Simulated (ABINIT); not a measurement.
# InP (F-43m) in ABINIT: notebook, part 2 of 2

ABINIT 10.8.3 (patched build). The steps go on from the part before.

## 3. Relaxation of cell and atoms, LDA

run.abi reads:

```
# Pseudopotentials
pp_dirpath "./"
pseudos "In.upf, P.upf"

# Structure
acell 3*1.0
rprim
     0.0000000000     5.5378424082     5.5378424082
     5.5378424082     0.0000000000     5.5378424082
     5.5378424082     5.5378424082     0.0000000000
ntypat 2
znucl 49 15
natom 2
typat 1 2
chkprim 0
chksymtnons 0
tolsym 1.0e-6
xred
            0.0            0.0            0.0
            3/4            3/4            3/4

# Plane-wave basis
ecut 952.398519 eV
ecutsm 0.5

# k points
kptopt 1
ngkpt 6 6 6
nshiftk 1
shiftk 0.0 0.0 0.0

# Exchange and correlation
ixc 7

# Bands and occupations
nband 13
occopt 3
tsmear 0.00183747

# SCF cycle
nstep 80
tolvrs 1.0e-12

# Output
iomode 3
prteig 0
prtebands 0
prtwf 0
prtden 0

# Relaxation
ionmov 2
optcell 2
ntime 50
tolmxf 2.0e-5
dilatmx 1.08
```

Potentials or basis: PseudoDojo NC SR LDA v0.4.1 standard.

Launch:

```console
abinit run.abi > log 2>&1
```

run.abo:

```text
.Version 10.8.3 of ABINIT
 Symmetries : space group F-4 3 m (#216); Bravais cF (face-center cubic)
================================================================================
 Values of the parameters that define the memory need of the present run
     intxc =       0    ionmov =       2      iscf =       7    lmnmax =       6
     lnmax =       6     mgfft =      48  mpssoang =       3    mqgrid =    3001
     natom =       2  nloc_mem =       1    nspden =       1   nspinor =       1
    nsppol =       1      nsym =      24    n1xccc =    2501    ntypat =       2
    occopt =       3   xclevel =       1
       mpw =        4248          nfft =      110592          nkpt =          16
================================================================================
================================================================================

--------------------------------------------------------------------------------
------------- Echo of variables that govern the present computation ------------
--------------------------------------------------------------------------------
 -outvars: echo values of preprocessed input variables --------
            acell      1.0000000000E+00  1.0000000000E+00  1.0000000000E+00 Bohr
              amu      1.14820000E+02  3.09737620E+01
          chkprim           0
      chksymtnons           0
          dilatmx      1.08000000E+00
             ecut      3.50000000E+01 Hartree
           ecutsm      5.00000000E-01 Hartree
           ionmov           2
              ixc           7
         kptrlatt        6    0    0      0    6    0      0    0    6
          kptrlen      4.69901510E+01
            natom           2
[... 516 lines left out ...]
hartree             :  1.81971123657391E+01
xc                  : -2.17911867177103E+01
Ewald energy        : -4.51552601490662E+01
psp_core            :  1.74428530647195E+00
local_psp           : -5.67463401361446E+01
non_local_psp       : -1.36959457537076E+01
internal            : -7.32188046421319E+01
'-kT*entropy'       : -1.11191591205863E-06
total_energy        : -7.32188057540478E+01
total_energy_eV     : -1.99238520384285E+03
band_energy         : -3.62140986832253E+00
...

 Cartesian components of stress tensor (hartree/bohr^3)
  sigma(1 1)=  2.89695043E-08  sigma(3 2)=  0.00000000E+00
  sigma(2 2)=  2.89695043E-08  sigma(3 1)=  0.00000000E+00
  sigma(3 3)=  2.89695043E-08  sigma(2 1)=  0.00000000E+00

-Cartesian components of stress tensor (GPa)         [Pressure= -8.5231E-04 GPa]
- sigma(1 1)=  8.52312242E-04  sigma(3 2)=  0.00000000E+00
- sigma(2 2)=  8.52312242E-04  sigma(3 1)=  0.00000000E+00
- sigma(3 3)=  8.52312242E-04  sigma(2 1)=  0.00000000E+00

== END DATASET(S) ==============================================================
================================================================================

 -outvars: echo values of variables after computation  --------
            acell      7.7805172100E+00  7.7805172100E+00  7.7805172100E+00 Bohr
           etotal     -7.3218805754E+01
            fcart      3.8236285528E-31 -3.8236285528E-31  3.8236285528E-31
                      -3.8236285528E-31  3.8236285528E-31 -3.8236285528E-31
            rprim      0.0000000000E+00  7.0710678119E-01  7.0710678119E-01
                       7.0710678119E-01  0.0000000000E+00  7.0710678119E-01
                       7.0710678119E-01  7.0710678119E-01  0.0000000000E+00
           strten      2.8969504290E-08  2.8969504289E-08  2.8969504289E-08
                       0.0000000000E+00  0.0000000000E+00  0.0000000000E+00
           xangst     -1.2372582848E-30  1.4822231532E-31  9.4081365411E-31
                       4.3670268445E+00  4.3670268445E+00  4.3670268445E+00
             xred      3.9952140273E-31 -7.6367794692E-32 -3.4860953960E-31
                       7.5000000000E-01  7.5000000000E-01  7.5000000000E-01
 Calculation completed.
```

It took 2 min on 1 thread of Arm Neoverse V1, shared host; peak memory 0.09 GiB.

What came out:

* Free energy: -1992.3852 eV
* Relaxed volume: 24.68 Å³/atom
* Relaxed cell: a = 4.117 Å, b = 4.117 Å, c = 4.117 Å, α = 60.00°, β = 60.00°, γ = 60.00°
* Space group after relaxing (to 0.05 Å): F-43m (No. 216)
* Energy gained by relaxing: 2.1 meV/atom
* Ionic steps: 4
* Pressure after relaxing: 0.0 GPa
* Band gap on the k mesh: 0.59 eV, direct

The path:
| step | energy change (eV) | largest force (eV/Å) | pressure (GPa) | volume (Å³) |
| --- | --- | --- | --- | --- |
| 1 | 0.0000 | 0.0000 | -1.34 | 50.33 |
| 2 | -0.0016 | 0.0000 | -1.07 | 50.13 |
| 3 | -0.0042 | 0.0000 | 0.04 | 49.33 |
| 4 | -0.0042 | 0.0000 | 0.00 | 49.35 |

Final structure:
```cif
data_structure
_symmetry_space_group_name_H-M 'P 1'
_symmetry_Int_Tables_number 1
_cell_length_a 4.1173
_cell_length_b 4.1173
_cell_length_c 4.1173
_cell_angle_alpha 60.000
_cell_angle_beta 60.000
_cell_angle_gamma 60.000
_cell_volume 49.35
loop_
_atom_site_label
_atom_site_type_symbol
_atom_site_fract_x
_atom_site_fract_y
_atom_site_fract_z
_atom_site_occupancy
In1 In 0.00000 0.00000 0.00000 1
P1 P 0.75000 0.75000 0.75000 1
```

Caveat: spin-orbit coupling is left out, which moves the levels of the heavy elements.

## 4. Single point, LDA (cell relaxed)

run.abi reads:

```
# Pseudopotentials
pp_dirpath "./"
pseudos "In.upf, P.upf"

# Structure
acell 3*1.0 Angstrom
rprim
     0.0000000000     2.9113512300     2.9113512300
     2.9113512300     0.0000000000     2.9113512300
     2.9113512300     2.9113512300     0.0000000000
ntypat 2
znucl 49 15
natom 2
typat 1 2
xred
     0.0000000000     0.0000000000     0.0000000000
     0.7500000000     0.7500000000     0.7500000000
chkprim 0
chksymtnons 0
tolsym 1.0e-6

# Plane-wave basis
ecut 952.398519 eV

# k points
kptopt 1
ngkpt 6 6 6
nshiftk 1
shiftk 0.0 0.0 0.0

# Exchange and correlation
ixc 7

# Bands and occupations
nband 13
occopt 3
tsmear 0.00183747

# SCF cycle
nstep 100
tolvrs 1.0e-10

# Output
iomode 3
prtwf 0
prtden 0
prteig 0
prtebands 0
enunit 1
prtvol 2
```

Potentials or basis: PseudoDojo NC SR LDA v0.4.1 standard.

Launch:

```console
abinit run.abi > log 2>&1
```

run.abo:

```text
.Version 10.8.3 of ABINIT
 Symmetries : space group F-4 3 m (#216); Bravais cF (face-center cubic)
================================================================================
 Values of the parameters that define the memory need of the present run
     intxc =       0    ionmov =       0      iscf =       7    lmnmax =       6
     lnmax =       6     mgfft =      45  mpssoang =       3    mqgrid =    3001
     natom =       2  nloc_mem =       1    nspden =       1   nspinor =       1
    nsppol =       1      nsym =      24    n1xccc =    2501    ntypat =       2
    occopt =       3   xclevel =       1
       mpw =        3305          nfft =       91125          nkpt =          16
================================================================================
================================================================================

--------------------------------------------------------------------------------
------------- Echo of variables that govern the present computation ------------
--------------------------------------------------------------------------------
 -outvars: echo values of preprocessed input variables --------
            acell      1.8897261259E+00  1.8897261259E+00  1.8897261259E+00 Bohr
              amu      1.14820000E+02  3.09737620E+01
          chkprim           0
      chksymtnons           0
             ecut      3.50000000E+01 Hartree
           enunit           1
              ixc           7
         kptrlatt        6    0    0      0    6    0      0    0    6
          kptrlen      4.66831033E+01
            natom           2
            nband          13
            ngfft          45      45      45
[... 262 lines left out ...]
kinetic             :  4.42285365415911E+01
hartree             :  1.81971137166015E+01
xc                  : -2.17911875827280E+01
Ewald energy        : -4.51552601434245E+01
psp_core            :  1.74428530581815E+00
local_psp           : -5.67463523891963E+01
non_local_psp       : -1.36959409754574E+01
internal            : -7.32188055267954E+01
'-kT*entropy'       : -1.11192026469208E-06
total_energy        : -7.32188066387156E+01
total_energy_eV     : -1.99238522791589E+03
band_energy         : -3.62140782699178E+00
...

 Cartesian components of stress tensor (hartree/bohr^3)
  sigma(1 1)=  2.57368858E-07  sigma(3 2)=  0.00000000E+00
  sigma(2 2)=  2.57368858E-07  sigma(3 1)=  0.00000000E+00
  sigma(3 3)=  2.57368858E-07  sigma(2 1)=  0.00000000E+00

-Cartesian components of stress tensor (GPa)         [Pressure= -7.5721E-03 GPa]
- sigma(1 1)=  7.57205324E-03  sigma(3 2)=  0.00000000E+00
- sigma(2 2)=  7.57205324E-03  sigma(3 1)=  0.00000000E+00
- sigma(3 3)=  7.57205324E-03  sigma(2 1)=  0.00000000E+00

== END DATASET(S) ==============================================================
================================================================================

 -outvars: echo values of variables after computation  --------
            acell      1.8897261259E+00  1.8897261259E+00  1.8897261259E+00 Bohr
           etotal     -7.3218806639E+01
            fcart     -0.0000000000E+00 -0.0000000000E+00 -0.0000000000E+00
                      -0.0000000000E+00 -0.0000000000E+00 -0.0000000000E+00
            rprim      0.0000000000E+00  2.9113512300E+00  2.9113512300E+00
                       2.9113512300E+00  0.0000000000E+00  2.9113512300E+00
                       2.9113512300E+00  2.9113512300E+00  0.0000000000E+00
           strten      2.5736885833E-07  2.5736885833E-07  2.5736885833E-07
                       0.0000000000E+00  0.0000000000E+00  0.0000000000E+00
           xangst      0.0000000000E+00  0.0000000000E+00  0.0000000000E+00
                       4.3670268450E+00  4.3670268450E+00  4.3670268450E+00
             xred      0.0000000000E+00  0.0000000000E+00  0.0000000000E+00
                       7.5000000000E-01  7.5000000000E-01  7.5000000000E-01
 Calculation completed.
```

It took 25 s on 1 thread of Arm Neoverse V1, shared host; peak memory 0.08 GiB.

What came out:

```
Free energy                                           : -1992.3852 eV
Pressure                                              : 0.0 GPa
Band gap on the k mesh                                : 0.59 eV, direct
Valence electrons inside the program's atomic spheres : In 9.92; P 2.77
```

Caveat: spin-orbit coupling is left out, which moves the levels of the heavy elements.

## 5. Single point, PBE

run.abi reads:

```
pp_dirpath "./"
pseudos "In.GGA_PBE-JTH.xml, P.GGA_PBE-JTH.xml"

acell 7.83169184 7.83169184 7.83169184
rprim
     0.0000000000     0.7071067812     0.7071067812
     0.7071067812     0.0000000000     0.7071067812
     0.7071067812     0.7071067812     0.0000000000
ntypat 2
znucl 49 15
natom 2
typat 1 2
xred
     0.0000000000     0.0000000000     0.0000000000
     0.7500000000     0.7500000000     0.7500000000

ecut 435.382180 eV
pawecutdg 32.0

kptopt 1
ngkpt 6 6 6
nshiftk 1
shiftk 0.0 0.0 0.0

ixc 11

nband 13
occopt 3
tsmear 0.05 eV

nstep 100
tolvrs 1.0e-9

iomode 3
prtwf 0
prteig 0
prtebands 0
enunit 2
prtden 1
prtvha 1
prtvclmb 1
prtpot 1
```

Potentials or basis: JTH PAW PBE v2.0.

Launch:

```console
abinit run.abi > log 2>&1
```

Wall time 9.4 s (1 thread of Arm Neoverse V1, shared host); peak memory 0.1 GiB.

The run converged. Its results:

```yaml
Free_energy: -1761.0604 eV
Band_gap_on_the_k_mesh: 0.69 eV, direct
Valence_electrons_inside_the_program's_atomic_spheres: In 11.26; P 1.59
```

Levels at points of the mesh, in eV from the valence-band top:
```
           k point  band 7  band 8  band 9  band 10  band 11  band 12
(0.00, 0.00, 0.00)    0.00    0.00    0.00     0.69     4.08     4.08
(0.50, 0.00, 0.00)   -5.75   -0.98   -0.98     1.49     4.81     4.81
(0.50, 0.50, 0.00)   -5.77   -2.33   -2.33     1.76     2.27     9.21
```

Caveat: the cutoff is too short for stress, so the log's stress isn't used; spin-orbit coupling is left out, which moves the levels of the heavy elements.

## 6. The runs side by side

```csv
task,level,potentials or basis,cell,cutoff (eV),cell freedom (optcell),optimiser (ionmov),cutoff smearing ecutsm (Ha),force stop (Ha/bohr),fine-grid cutoff,gap on the mesh (eV),pressure (GPa)
single point,PBE,PseudoDojo NC SR PBE v0.4.1 standard,as given,844,-,-,-,-,-,0.71,-
relaxation of cell and atoms,LDA,PseudoDojo NC SR LDA v0.4.1 standard,relaxed,952,2,2,0.5,2e-05,-,0.59,0.0
single point,LDA,PseudoDojo NC SR LDA v0.4.1 standard,cell relaxed,952,-,-,-,-,-,0.59,0.0
single point,PBE,JTH PAW PBE v2.0,as given,435,-,-,-,-,870.764 eV,0.69,-
```

Alike in all rows: no spin polarisation; k mesh 6 × 6 × 6; smearing fermi-dirac 0.05 eV.

Caveats: spin-orbit coupling is left out, which moves the levels of the heavy elements.

Total energies depend on the potentials used, so only differences within one code and one set of settings carry meaning.

## 7. Against experiment

Step 2. Measured gap of InP: 1.4236 eV (direct; 1.6 K; a printed reference work, data compilation). This calculation gives 0.71 eV (-0.71 eV). Spin-orbit coupling on In is left out. The value is that of PBE, without temperature or zero-point motion. Semilocal functionals fall short of measured gaps as a rule.
